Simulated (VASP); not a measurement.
# Ba (Fm-3m) in VASP: further runs

The runs below take Ba through single point, relaxation of cell and atoms, with PBEsol.

Everything below comes from runs of VASP 6.6.1. Logs are shortened: lines on timing, memory, paths and dates and some standing lists are left out, and cuts for length are marked.

### 1 The structure

Symmetry: Fm-3m, No. 225, cubic system. The conventional cell has a = 6.163 Å, b = 6.163 Å, c = 6.163 Å, α = 90.00°, β = 90.00°, γ = 90.00°. Around Ba (site symmetry m-3m) lie 12 Ba at 4.36 Å.

This isn't the form of Ba at room conditions, which is bcc.

### 2 Single point, PBEsol

File INCAR:

```
PREC = Accurate
ENCUT = 520
EDIFF = 1E-6
ISMEAR = 0
SIGMA = 0.1
LREAL = False
LASPH = True
NELM = 100
ALGO = Normal
ISIF = 2
LWAVE = False
LCHARG = False
GGA = PS
NBANDS = 11
```

File KPOINTS:

```
Automatic mesh
0
Gamma
  12 12 12
```

File POSCAR:

```
Ba
1.0
    0.0000000000      3.0814483581      3.0814483581
    3.0814483581      0.0000000000      3.0814483581
    3.0814483581      3.0814483581      0.0000000000
Ba
1
Direct
    0.0000000000      0.0000000000      0.0000000000
```

Potentials or basis: VASP PAW PBE potentials, release 64 (Ba_sv).

Launch:

```console
> cat potpaw_PBE.64/Ba_sv/POTCAR > POTCAR
> mpirun -np 1 vasp_std > vasp.out
```

OUTCAR:

```text
PREC = Accurate
   ENCUT = 520
   EDIFF = 1E-6
   ISMEAR = 0
   LREAL = False
   LASPH = True
   NELM = 100
   ISIF = 2
   GGA = PS

 ion  position               nearest neighbor table
   1  0.000  0.000  0.000-

  LATTYP: Found a face centered cubic cell.
 ALAT       =     6.1628967162

  Lattice vectors:

 A1 = (   0.0000000000,   3.0814483581,   3.0814483581)
 A2 = (   3.0814483581,   0.0000000000,   3.0814483581)
 A3 = (   3.0814483581,   3.0814483581,   0.0000000000)

Analysis of symmetry for initial positions (statically):
=====================================================================
 Subroutine PRICEL returns:
 Original cell was already a primitive cell.

 Routine SETGRP: Setting up the symmetry group for a
 face centered cubic supercell.

 Subroutine GETGRP returns: Found 48 space group operations
 (whereof 48 operations were pure point group operations)
 out of a pool of 48 trial point group operations.

The static configuration has the point symmetry O_h .

Analysis of symmetry for dynamics (positions and initial velocities):
=====================================================================
 Subroutine PRICEL returns:
 Original cell was already a primitive cell.

 Routine SETGRP: Setting up the symmetry group for a
 face centered cubic supercell.

 Subroutine GETGRP returns: Found 48 space group operations
 (whereof 48 operations were pure point group operations)
 out of a pool of 48 trial point group operations.

The dynamic configuration has the point symmetry O_h .

 Subroutine INISYM returns: Found 48 space group operations
 (whereof 48 operations are pure point group operations),
 and found     1 'primitive' translations

----------------------------------------------------------------------------------------

                                     Primitive cell

  volume of cell :      58.5187

  direct lattice vectors                    reciprocal lattice vectors
     0.000000000  3.081448358  3.081448358    -0.162261360  0.162261360  0.162261360
     3.081448358  0.000000000  3.081448358     0.162261360 -0.162261360  0.162261360
     3.081448358  3.081448358  0.000000000     0.162261360  0.162261360 -0.162261360

  length of vectors
     4.357826060  4.357826060  4.357826060     0.281044919  0.281044919  0.281044919

  position of ions in fractional coordinates (direct lattice)
     0.000000000  0.000000000  0.000000000

  ion indices of the primitive-cell ions
   primitive index   ion index
[... 73 lines left out ...]
   EDIFF  = 0.1E-05   stopping-criterion for ELM
   LREAL  =      F    real-space projection
   EDIFFG = 0.1E-04   stopping-criterion for IOM
   NSW    =      0    number of steps for IOM
   IBRION =     -1    ionic relax: 0-MD 1-quasi-New 2-CG
   NFREE  =      0    steps in history (QN), initial steepest desc. (CG)
   ISIF   =      2    stress and relaxation
   ISYM   =      2    0-nonsym 1-usesym 2-fastsym
   POTIM  = 0.5000    time-step for ionic-motion
   TEBEG  =    0.0;   TEEND  =   0.0 temperature during run
   PSTRESS=    0.0 pullay stress
   NELECT =      10.0000    total number of electrons
   NUPDOWN=      -1.0000    fix difference up-down
   EMIN   =  10.00;   EMAX   =-10.00  energy-range for DOS
   EFERMI =   0.00;   METHOD = LEGACY
   ISMEAR =     0;   SIGMA  =   0.10  broadening in eV -4-tet -1-fermi 0-gaus
   EFERMI_NEDOS =   21; number of points for ismear=-14 and -15
   IALGO  =     38    algorithm
   IMIX   =      4    mixing-type and parameters
     AMIX     =   0.40;   BMIX     =  1.00
     AMIX_MAG =   1.60;   BMIX_MAG =  1.00
  volume/ion in A,a.u.               =      58.52       394.90
  Fermi-wavevector in a.u.,A,eV,Ry     =   0.908469  1.716757 11.229096  0.825315
  Thomas-Fermi vector in A             =   2.032398
   LORBIT       =      0    0 simple, 1 ext, 2 COOP (PROOUT), +10 PAW based schemes
   GGA     = PS    functional components
   LHFCALC =     F    Hartree Fock is set to
   AEXX    =    0.0000 exact exchange contribution
   IVDW    =     0    specifies the selected vdW correction
   LEPSILON=     F    determine dielectric tensor
   LRPA    =     F    only Hartree local field effects (RPA)
 non-spin polarized calculation
 Gauss-broadening in eV      SIGMA  =   0.10
  energy-cutoff  :      520.00
  volume of cell :       58.52
 maximum number of plane-waves:      1604
   NGX = 17   NGY = 17   NGZ = 17

 number of electron      10.0000000 magnetization

 Free energy of the ion-electron system (eV)
  ---------------------------------------------------
  ext. energy  EPLUGINS =         0.00000000
  ---------------------------------------------------
  free energy    TOTEN  =        -2.13562954 eV

  energy without entropy =       -2.12733083  energy(sigma->0) =       -2.13148018

 E-fermi :   1.8166     XC(G=0):  -7.7489

 val. band max:        1.8033124283   @ k =  -0.2500   0.3333   0.0833
 cond. band min:       1.8167176066   @ k =   0.4167   0.3333   0.0000
 fundamental gap:      0.0134051783
 Fermi energy:         1.8165728148

 k-point     1 :       0.0000    0.0000    0.0000
  band No.  band energies     occupation
      1     -26.9294      2.00000
      2     -11.8182      2.00000
      3     -11.8182      2.00000
      4     -11.8182      2.00000
      5      -1.0212      2.00000
      6       3.6561      0.00000
      7       3.6561      0.00000
      8       3.6561      0.00000
      9       5.3740      0.00000
     10       5.3740      0.00000
     11       7.9860      0.00000
[... 309 lines left out ...]
 k-point    24 :      -0.4167    0.1667    0.0000
  band No.  band energies     occupation
      1     -26.8678      2.00000
      2     -12.3546      2.00000
      3     -12.0053      2.00000
      4     -11.9167      2.00000
      5       1.2752      2.00000
      6       2.5259      0.00000
      7       3.1980      0.00000
      8       3.9094      0.00000
      9       6.2871      0.00000
     10       6.9771      0.00000
     11       8.0337      0.00000

 [... further k-points ...]
[... 5 lines left out ...]
  --------------------------------------------------------------------------------------
  -------------------------------------------------------------------------------------
  Total        0.0274223      0.0274223      0.0274223      0.0000000      0.0000000      0.0000000
  in kB        0.7507921      0.7507921      0.7507921      0.0000000      0.0000000      0.0000000
  external PRESSURE =       0.7507921 kB  Pullay stress =       0.0000000 kB

 VOLUME and BASIS-vectors are now :
 -----------------------------------------------------------------------------
  energy-cutoff  :      520.00
  volume of cell :       58.52
      direct lattice vectors                 reciprocal lattice vectors
     0.000000000  3.081448358  3.081448358    -0.162261360  0.162261360  0.162261360
     3.081448358  0.000000000  3.081448358     0.162261360 -0.162261360  0.162261360
     3.081448358  3.081448358  0.000000000     0.162261360  0.162261360 -0.162261360

 POSITION                                       TOTAL-FORCE (eV/Angst)
 -----------------------------------------------------------------------------------
      0.00000      0.00000      0.00000        -0.000000     -0.000000     -0.000000
 -----------------------------------------------------------------------------------
    total drift:                                0.000000      0.000000      0.000000

  FREE ENERGIE OF THE ION-ELECTRON SYSTEM (eV)
  ---------------------------------------------------
  free  energy   TOTEN  =        -2.1356295409 eV

  energy  without entropy=       -2.1273308278  energy(sigma->0) =       -2.13148018
```

OSZICAR:

```text
N       E                     dE             d eps       ncg     rms          rms(c)
DAV:   1     0.547178430609E+02    0.54718E+02   -0.43148E+03  1584   0.762E+02
DAV:   2     0.517213755724E+00   -0.54201E+02   -0.52631E+02  1892   0.135E+02
DAV:   3    -0.207610966256E+01   -0.25933E+01   -0.25761E+01  2058   0.312E+01
DAV:   4    -0.213872839658E+01   -0.62619E-01   -0.62540E-01  2006   0.450E+00
DAV:   5    -0.214059741648E+01   -0.18690E-02   -0.18688E-02  2062   0.611E-01    0.174E+00
DAV:   6    -0.213753567893E+01    0.30617E-02   -0.40031E-03  2076   0.551E-01    0.102E+00
DAV:   7    -0.213559177530E+01    0.19439E-02   -0.55682E-03  2181   0.701E-01    0.460E-02
DAV:   8    -0.213562653835E+01   -0.34763E-04   -0.86160E-05  2364   0.630E-02    0.139E-02
DAV:   9    -0.213562962979E+01   -0.30914E-05   -0.31756E-06  1867   0.144E-02    0.196E-03
DAV:  10    -0.213562954095E+01    0.88846E-07   -0.15112E-07  1161   0.264E-03
   1 F= -.21356295E+01 E0= -.21314802E+01  d E =-.829871E-02
```

stdout:

```text
POSCAR found type information on POSCAR Ba
 POSCAR found :  1 types and       1 ions
 scaLAPACK will be used
 -----------------------------------------------------------------------------
|                                                                             |
|                                                                             |
|     You enforced a specific xc type in the INCAR file but a different       |
|     I HOPE YOU KNOW WHAT YOU ARE DOING!                                     |
|                                                                             |
 -----------------------------------------------------------------------------

 LDA part: xc-table for (Slater+PW92), standard interpolation
 POSCAR, INCAR and KPOINTS ok, starting setup
 FFT: planning ... GRIDC
 FFT: planning ... GRID_SOFT
 FFT: planning ... GRID
 WAVECAR not read
 entering main loop
```

It took 10 s on 1 thread of Intel Xeon 6975P-C (Granite Rapids), shared host; peak memory 0.19 GiB.

What came out:

- Free energy: -2.1356 eV
- Pressure: 0.1 GPa
- Band gap on the k mesh: none (metal or under the smearing width)

Levels at points of the mesh, in eV from the Fermi level:
```tsv
k point	band 2	band 3	band 4	band 5	band 6	band 7	band 8	band 9
(0.00, 0.00, 0.00)	-13.63	-13.63	-13.63	-2.84	1.84	1.84	1.84	3.56
(0.50, 0.00, 0.00)	-14.23	-13.71	-13.71	-1.01	1.29	1.68	1.68	4.88
(0.50, 0.50, 0.00)	-14.19	-13.84	-13.84	-0.91	-0.26	2.37	4.91	5.29
```

Caveat: the PAW data sets were made with another functional, which shifts forces and pressure a little. Spin-orbit coupling is left out, which matters for the levels of Ba.

### 3 Relaxation of cell and atoms, PBEsol

This run uses another cell than the first one, of 67.56 Å³/atom, 1.155 times its volume.

File INCAR:

```
SYSTEM = Ba
ALGO = Normal ; EDIFF = 1E-6
EDIFFG = -0.005 ; ENCUT = 600
GGA = PS ; IBRION = 2
ISIF = 3 ; ISMEAR = 0
LASPH = .TRUE. ; LCHARG = .FALSE.
LREAL = .FALSE. ; LWAVE = .FALSE.
NELM = 100 ; NSW = 100
PREC = Accurate ; SIGMA = 0.1
```

File KPOINTS:

```
k-points
0
G
  12 12 12
  0 0 0
```

File POSCAR:

```
Ba
1.0
    0.0000000000      3.2326650028      3.2326650028
    3.2326650028      0.0000000000      3.2326650028
    3.2326650028      3.2326650028      0.0000000000
Ba
1
Direct
    0.0000000000      0.0000000000      0.0000000000
```

Potentials or basis: VASP PAW PBE potentials, release 64 (Ba_sv).

Launch:

```console
> cat potpaw_PBE.64/Ba_sv/POTCAR > POTCAR
> mpirun -np 1 vasp_std > vasp.out
```

It took 3.3 min on 1 thread of Intel Xeon 6975P-C (Granite Rapids), shared host; peak memory 0.28 GiB.

The run converged. Its results:

```yaml
Free_energy: -2.1358 eV
Relaxed_volume: 59.10 Å³/atom
Relaxed_cell: a = 4.372 Å, b = 4.372 Å, c = 4.372 Å, α = 60.00°, β = 60.00°, γ = 60.00°
Space_group_after_relaxing_to_0.05_Å: Fm-3m (No. 225)
Energy_gained_by_relaxing: 28.5 meV/atom
Ionic_steps: 16
Pressure_after_relaxing: 0.0 GPa
Band_gap_on_the_k_mesh: none (metal or under the smearing width)
```

The path:
| step | energy change (eV) | largest force (eV/Å) | pressure (GPa) | volume (Å³) |
| --- | --- | --- | --- | --- |
| 1 | 0.0000 | 0.0000 | -0.99 | 67.56 |
| 2 | -0.0200 | 0.0000 | -0.59 | 63.55 |
| 3 | -0.0284 | 0.0000 | -0.08 | 59.57 |
| 4 | -0.0285 | 0.0000 | 0.07 | 59.03 |
| 5 | -0.0285 | 0.0000 | -0.03 | 59.28 |
| 6 | -0.0285 | 0.0000 | -0.05 | 59.27 |
| 7 | -0.0285 | 0.0000 | -0.03 | 59.26 |
| 8 | -0.0285 | 0.0000 | -0.03 | 59.26 |
| 9 | -0.0285 | 0.0000 | -0.03 | 59.26 |
| 10 | -0.0285 | 0.0000 | -0.03 | 59.26 |
| 11 | -0.0285 | 0.0000 | -0.04 | 59.26 |
| 12 | -0.0285 | 0.0000 | -0.05 | 59.25 |
| 13 | -0.0285 | 0.0000 | -0.03 | 59.24 |
| 14 | -0.0285 | 0.0000 | -0.02 | 59.22 |
| 15 | -0.0285 | 0.0000 | -0.01 | 59.18 |
| 16 | -0.0285 | 0.0000 | 0.00 | 59.10 |

Final structure:
```yaml
crystal:
  lattice:
    - [0.00000, 3.09160, 3.09160]
    - [3.09160, 0.00000, 3.09160]
    - [3.09160, 3.09160, 0.00000]
  atoms:
    - { symbol: Ba, position: [0.00000, 0.00000, 0.00000] }
```

Levels at points of the mesh, in eV from the Fermi level:
```tsv
k point	band 2	band 3	band 4	band 5	band 6	band 7	band 8	band 9
(0.00, 0.00, 0.00)	-13.66	-13.66	-13.66	-2.84	1.83	1.83	1.83	3.53
(0.50, 0.00, 0.00)	-14.23	-13.74	-13.74	-1.00	1.26	1.67	1.67	4.83
(0.50, 0.50, 0.00)	-14.20	-13.86	-13.86	-0.90	-0.25	2.32	4.86	5.24
```

Caveat: the PAW data sets were made with another functional, which shifts forces and pressure a little. The run has no spin-orbit coupling, so splittings on Ba are missing.
